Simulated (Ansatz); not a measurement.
## Ionic part of the dielectric constant of MgO at 9 GPa, mode by mode

Computed with DFT PBE, scalar-relativistic, plane waves, PAW in Ansatz 0.2.0. Cutoff 420 eV, 10×10×10 k-points (Γ-centred), fixed occupations. No spin polarisation. Phonons by linear response, acoustic sum rule imposed.

It takes space group Fm-3m (No. 225, cubic). Conventional cell: a = 4.178 Å, b = 4.178 Å, c = 4.178 Å, α = 90.00°, β = 90.00°, γ = 90.00°. Mg (site symmetry m-3m) has 6 O at 2.09 Å as nearest neighbours. O (site symmetry m-3m) has 6 Mg at 2.09 Å as nearest neighbours.

The primitive cell has V = 18.23 Å³ and ε∞,yy = 3.176. Each polar mode adds Δε = (4.92064×10⁷/V)·S/ν² along y, with S its oscillator strength in e²/amu, ν in cm⁻¹ and V in Å³.

Task: From these modes, find each Δε and ε0,yy.
```csv
ν (cm⁻¹),S_yy (e²/amu)
415.1,0.4044
```

Result:
| ν (cm⁻¹) | Δε |
| --- | --- |
| 415.1 | 6.34 |

The sum is 6.336, so ε0,yy = 9.51; the run's tensor has 9.51.

Task: Where do the longitudinal modes lie for a wave vector along y?

Result: At 718 cm⁻¹. The Lyddane–Sachs–Teller product Π(ν_LO/ν_TO)² = 2.99 matches ε0/ε∞ = 2.99.

Cost: 1 run of about 0.17 core-minutes, on Arm Neoverse V1 (shared hosts).

The lattice supplies about two thirds of the static dielectric constant of MgO here, 6.34 out of 9.51, all of it through the one infrared-active mode that rock salt allows, in which the Mg and O sublattices move against each other. Multiplied by the reduced mass of the pair, the oscillator strength gives the square of a Born effective charge close to the nominal divalent value, as expected for a strongly ionic oxide with little dynamical charge transfer. The electronic part stays small because the filled O 2p states are separated from the empty conduction states by a wide gap. Weak electronic screening and large effective charges together leave a strong macroscopic field in the longitudinal mode, which lifts it from 415.1 to 718 cm⁻¹. Cubic symmetry makes the yy response valid for every direction. The Lyddane–Sachs–Teller match shows internal consistency rather than accuracy against experiment. Compression normally stiffens the transverse mode and so reduces the ionic response, but a single pressure can't show how large that effect is.
